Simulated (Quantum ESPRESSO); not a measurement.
**PtSe2 (Sudovikovite): zone-centre phonons under several settings**

```
Pt Se
1.0
     3.72400    0.00000    0.00000
    -1.86200    3.22508    0.00000
     0.00000    0.00000    5.06200
Pt Se
1 2
Direct
  0.00000 0.00000 0.00000
  0.66667 0.33333 0.75000
  0.33333 0.66667 0.25000
```

All runs used Quantum ESPRESSO 7.5; k mesh 4 × 4 × 2, shifted; relaxed cell; no spin polarisation; cutoff 1170 eV.

```csv
level,potentials,occupations,volume (Å³/atom),pressure (GPa),lowest optical mode without the field (cm⁻¹),highest optical mode without the field (cm⁻¹)
LDA,PseudoDojo 0.4.1 SR LDA standard,"fermi-dirac, width 0.05 eV",19.41,0.0,175,211
PBE,PseudoDojo 0.4.1 SR PBE standard,"fermi-dirac, width 0.05 eV",22.04,0.2,160,214
PBEsol,PseudoDojo 0.4.1 SR PBEsol standard,"fermi-dirac, width 0.05 eV",?,0.0,?,?
revPBE,PseudoDojo 0.4.1 SR PBE standard,"fermi-dirac, width 0.05 eV",22.97,0.6,164,214
WC,PseudoDojo 0.4.1 SR PBE standard,"fermi-dirac, width 0.05 eV",20.01,0.0,167,209
RPBE,PseudoDojo 0.4.1 SR PBE standard,"smeared at first, fixed for the response",23.23,0.8,165,214
vdW-DF-cx,PseudoDojo 0.4.1 SR PBE standard,"fermi-dirac, width 0.05 eV",20.05,0.0,161,213
```

Problem. What stands in the row left open?

Solution. Volume 19.94 Å³/atom; lowest optical mode without the field 170 cm⁻¹; highest optical mode without the field 209 cm⁻¹.

Caveats: all runs use coarse meshes; the mesh is thin for the phonons of a metal (some runs); the layers were relaxed without a dispersion term, so their spacing and the soft interlayer modes are unreliable (some runs); the potentials were made for another functional, which shifts forces and pressure (some runs); this functional lacks dispersion, which binds the layers, so the pressure and a relaxed spacing across them are unreliable (some runs).

For the row left open. Caveat: the k mesh is coarse (spacing up to 0.62 Å⁻¹), so the values aren't converged; the mesh is thin for the phonons of a metal; the layers were relaxed without a dispersion term, so their spacing and the soft interlayer modes are unreliable.
